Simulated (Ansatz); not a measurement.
Rock-salt LiI, treated with PBE0-D3(BJ) in Ansatz (PAW).

Settings: plane-wave cutoff 460 eV, 8×8×8 k mesh, Fermi–Dirac smearing 0.01 eV, scalar-relativistic PAW data made under PBE.

Cell (relaxed at this level):

```xyz
2
Lattice="0.0000 2.9088 2.9088 2.9088 0.0000 2.9088 2.9088 2.9088 0.0000" Properties=species:S:1:pos:R:3 pbc="T T T"
Li     0.0000     0.0000     0.0000
I      2.9088     2.9088     2.9088
```

### Question
Estimate the width of the whole s-p valence band, pressure derivative B′ of the bulk modulus, smallest direct gap on the k points sampled and band gap that the calculation returns.

### Answer

width of the whole s-p valence band: 13.17 eV
pressure derivative B′ of the bulk modulus: 4.4
smallest direct gap on the k points sampled: 6.42 eV
band gap: 6.02 eV

Spin–orbit coupling is not included; with these elements it can move the gap by several tenths of an eV or more.

Static lattice: no zero-point or thermal effects.

The result took about 16 core-minutes (a rough figure).

Ansatz is a first-principles code.
